Ansatz 0.2.0, plane-wave PBE with Ansatz PAW, no spin polarisation or spin-orbit coupling, for a 6-atom cell of MoTe2 with atoms moved at random by about 0.05 Å. The cutoff is 420 eV, the k mesh 9x9x2 and the Fermi-Dirac smearing width 0.05 eV. Levels are given at points of the k mesh, numbered outwards from the gap, with the valence top as zero.

| point a (reciprocal cell vector) | point b (reciprocal cell vector) | point c (reciprocal cell vector) | level point (row) | level under 4 (eV) | level under 3 (eV) | level under 2 (eV) | level under 1 (eV) | level over 1 (eV) | level over 2 (eV) |
| --- | --- | --- | --- | --- | --- | --- | --- | --- | --- |
| 0.0000 | 0.0000 | 0.0000 | 1 | -0.900 | -0.891 | -0.389 | 0.000 | 2.636 | 2.689 |
| 0.0000 | 0.1111 | -0.5000 | 2 | -1.115 | -1.012 | -0.280 | -0.113 | 2.150 | 2.334 |
| 0.1111 | -0.2222 | 0.0000 | 3 | -1.095 | -0.983 | -0.596 | -0.293 | 1.470 | 1.756 |
| 0.2222 | 0.0000 | -0.5000 | 4 | -1.319 | -1.292 | -0.873 | -0.690 | 1.484 | 1.590 |
| 0.3333 | 0.1111 | -0.5000 | 5 | -1.642 | -1.577 | -0.622 | -0.592 | 1.168 | 1.239 |
| 0.3333 | 0.3333 | 0.0000 | 6 | -1.885 | -1.869 | -0.359 | -0.127 | 0.891 | 0.917 |
| 0.3333 | -0.1111 | 0.0000 | 7 | -1.321 | -0.966 | -0.928 | -0.718 | 0.850 | 1.490 |

At K, the corner of the hexagonal zone (level point 6), the two highest filled levels of this molybdenum ditelluride crystal lie 0.232 eV apart. A reader who knows the material will think at once of spin-orbit coupling, which parts the valence states at K by roughly 0.2 eV, a recalled size. The calculation, however, was made without spin-orbit coupling. Something else has to hold the two levels apart, and the other columns and rows go a long way towards saying what it is.

The columns "level under 1" to "level under 4" are the filled levels, counted downwards from the gap, and "level over 1" and "level over 2" are the lowest empty ones. Energies are measured from the highest filled level, which lies at the zone centre Γ (level point 1). Points a and b fix the direction and wavelength of the electron wave within the layers, and point c does the same along the stack. The cell holds two layers, and its atoms were shifted at random by about 0.05 Å, so the levels belong to a distorted snapshot and not to a relaxed crystal.

The spin-orbit explanation fails on what the levels are, not on their size. Spin-orbit coupling separates states of opposite spin within one layer. Here each level holds two electrons, one of either spin, and the 92 electrons treated in the cell fill 46 such levels. The two levels at K are therefore two different orbital states, and the likeness to the familiar spin-orbit value is a coincidence of magnitude.

Two orbital states of nearly the same energy are natural in a cell with two layers, because each layer brings its own copy of every state. If the layers were identical and did not touch, the copies would coincide. They can part for two reasons. The random shifts may have made one layer different from the other, or the electrons may pass between the layers, so that the copies combine into a lower and a higher mixture.

A model with one state per layer holds both causes. Let d be the difference in energy between the two layer states, and let t₁ and t₂ be the couplings across the two interlayer gaps that follow each other up the stack. For a total coupling t, the two mixtures lie at the mean energy plus or minus √((d/2)² + t²), so their spacing is √(d² + 4t²). Mismatch and coupling thus add as squares, and the larger of the two soon hides the smaller.

The total coupling depends on how the wave continues from cell to cell. At point c = 0 it repeats with the same sign, the two gaps work together, and the spacing is √(d² + 4(t₁ + t₂)²). At point c = −0.5, the face of the zone, the wave changes sign from one cell to the next, the gaps work against each other, and the spacing is √(d² + 4(t₁ − t₂)²). With equal layers and equal gaps, this second expression is zero.

A simpler system that behaves in this way is a chain of equal atoms described with two atoms to the cell. Its single band is folded into two branches, which meet at the zone boundary and open a gap there only if the atoms differ or the bonds alternate. A layer of the crystal plays the part of an atom, and an interlayer gap that of a bond. The likeness holds for one pair of states at one in-plane point; a real layer has many orbitals, and their coupling changes with the direction of the wave in the plane.

For the usual 2H stacking, which the cell edges and the band gap suggest here, the closing of the pairs on the face is exact. A half turn combined with a shift by half the cell carries one layer into the next. Together with the reversal of time, this operation forces every level on the face to have a partner of the same energy as long as spin-orbit coupling is absent. Any spacing between partners on the face must then come from the displaced atoms, either through unequal layers or through unequal gaps.

The three rows on the face show that the displacements do matter. Their top valence pairs are parted by 0.030 to 0.183 eV, although the ideal crystal would have none of this. The upper end of that range is not far below the spacing at K. An explanation by displaced atoms alone is therefore a serious one, and it needs a test at K itself.

The empty levels provide that test. Suppose the shifts had raised one layer as a whole, as an electric potential between the layers would. All states of that layer would move together, and the lowest conduction pair at K would be parted by at least the same amount as the layers. That pair is only 0.026 eV wide, so a common offset acting alone can be no larger than this, while the valence pair is about nine times as wide.

Coupling between the layers, by contrast, accounts for a wide valence pair beside a narrow conduction pair. At K the wave takes on a definite phase when the crystal is turned by a third of a full turn. In the 2H stacking these phases agree between neighbouring layers for the valence states, which can therefore mix. For the conduction states they differ, and the contributions of equivalent neighbours cancel. This is a symmetry argument about the ideal crystal; the displacements can spoil the cancellation a little or make the layers slightly unequal, and either would allow the small conduction spacing that remains.

One version of the displacement explanation survives. The shifts could have changed the valence states of one layer at K while leaving its conduction states almost alone. The face rows make this less likely, since there the displacements part both kinds of pair by amounts of the same order: at level point 4, where the valence pair is widest, it measures 0.183 eV against 0.106 eV for the conduction pair. At none of the three face rows is the valence spacing as much as twice the conduction spacing. At level point 5 the conduction pair is more than twice as wide as the valence pair (0.071 against 0.030 eV), so some selectivity does occur, though there in the other direction. These rows lie at other in-plane points than K, however, and part of their spacings may come from unequal gaps instead of unequal layers. They weaken the case for a selective mismatch but do not exclude it.

How much coupling is needed can be estimated from the squares. Take a pessimistic case and give the valence states at K a mismatch as large as the widest valence spacing on the face. The coupling must then supply √(0.232² − 0.183²) ≈ 0.14 eV. If the mismatch is instead as small as the conduction spacing at K, coupling supplies nearly the whole 0.23 eV. The estimate uses the computed spacing at K as its input, so it shows what coupling would have to do, not that it does it; the sensible reading is one or two tenths of an electronvolt.

The zone centre offers a separate look at the model. There the top valence pair is parted by 0.389 eV, the widest top valence spacing of all seven points. The likely reason is the shape of the orbitals, which the table does not list. In crystals of this kind the highest valence states at Γ have a large share of orbitals that point out of the layer, towards the tellurium atoms of the next one, whereas those at K lie mainly in the plane. The rule carries over to other points and other layered crystals of this kind: the further a state reaches into the gap between layers, the wider its pair at point c = 0 tends to be, unless symmetry cancels the coupling, as it does for the conduction states at K.

The model also predicts that the middle of a pair stays put when only point c changes, since coupling pushes one partner up as far as it pushes the other down. Level point 2 lies on the face, one mesh step away from the line above Γ. The middle of its top valence pair is at −0.197 eV, against −0.195 eV at Γ, while the spacing falls from 0.389 to 0.167 eV. The agreement is closer than the comparison deserves, because the in-plane step should shift the pair as well. The narrowing at an almost fixed centre is nevertheless what coupling along the stack would produce.

The picture of isolated pairs breaks down at level point 7. There the second and third filled levels, counted from the gap, are only 0.038 eV apart (−0.928 and −0.966 eV), closer than either is to its other neighbour. Levels that follow each other in energy need not be layer partners in such a place, and a model with one state per layer cannot sort them. Away from the face, a spacing can be read as a layer splitting only where the pair stands clear of other bands, as the top valence pair at K does.

The cause of the spacing at K also decides what spin-orbit coupling would do once it is switched on. In the 2H stacking, a given spin is raised in one layer and lowered in the next, so for that spin the effect acts as a mismatch between layers. If interlayer coupling already holds the levels apart, the two add as squares, and the upper level rises by only a few hundredths of an electronvolt. If a true mismatch holds them apart, the spin splitting adds directly, and the upper level rises by about a tenth.

That difference bears on where the valence band has its top. In the table the highest level at Γ lies 0.127 eV above the highest at K, a lead of the same order as the larger of the two shifts. If the level at Γ hardly moved, interlayer coupling would leave most of this lead in place, and a mismatch would use up most of it. Spin-orbit coupling can shift the level at Γ as well, however, and the estimate leaves that out. The order of Γ and K should therefore not be taken from a calculation without spin-orbit coupling, least of all for a distorted cell.

A run with the atoms on their regular sites would settle the remaining question. If coupling is the main cause, the top valence pair at K stays wide, while the conduction pair there and all pairs on the face close. If the selective mismatch is the cause, the valence pair at K closes with them. On the present numbers spin-orbit coupling is out, a common offset of the layers cannot do it alone, and coupling between the layers is the best supported explanation.
